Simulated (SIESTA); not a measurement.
## BaS under changes of volume

One of the cells (32.576 Å³/atom); the others are scaled copies at fixed shape and fractional positions:

```
CELL_PARAMETERS angstrom
0.00000 3.19375 3.19375
3.19375 0.00000 3.19375
3.19375 3.19375 0.00000
ATOMIC_POSITIONS crystal
Ba 0.00000 0.00000 0.00000
S 0.50000 0.50000 0.50000
```

- Program: SIESTA 5.4.2
- Functional: PBEsol
- Potentials or basis: PseudoDojo 0.4 standard (PBEsol files)
- Basis: DZP (energy shift 0.003 Ry; two zetas on semicore shells; d shell added on Ba)
- Grid cutoff: 500 Ry
- Energy shift: 0.003 Ry
- k mesh: 7 × 7 × 7
- Occupations: fermi-dirac, width 0.05 eV
- Spin: no spin polarisation

| volume (Å³/atom) | energy over the lowest point (meV/atom) | pressure (GPa) | gap on the mesh (eV) |
| --- | --- | --- | --- |
| 30.622 | 16.49 | 3.0 | 1.92 |
| 31.273 | ? | ? | ? |
| 31.925 | 1.43 | 0.8 | 2.02 |
| 32.576 | 0.00 | -0.1 | 2.06 |
| 33.228 | 2.18 | -0.9 | 2.11 |
| 33.879 | 7.56 | -1.7 | 2.15 |
| 34.531 | 15.80 | -2.4 | 2.18 |

Task: What does the run at 31.273 Å³/atom give?

Result: Energy over the lowest point 6.76 meV/atom; pressure 1.8 GPa; gap on the mesh 1.97 eV.

Worked out: A Birch-Murnaghan fit of order 3 (a polynomial in V^(-2/3)) to the other rows has its minimum at 32.50 Å³/atom with B0 = V·E''(V) = 44 GPa and B' = 4.2. It gives 6.77 meV/atom at 31.273 Å³/atom, against the run's 6.76, and -dE/dV = 1.8 GPa, against 1.8. A straight line through the other rows of the gap, of slope 2.19 eV per unit of ln V, gives 1.97 eV, against the run's 1.97.

Energies are extrapolated to zero smearing.

Caveats: this set's barium file shifts pressures by up to 1 GPa against other sets; spin-orbit coupling is left out, which moves the levels of the heavy elements; an odd mesh through Γ misses points on the zone boundary, where band edges often lie; the basis of atomic orbitals isn't converged, which shifts pressures, moduli and gaps.
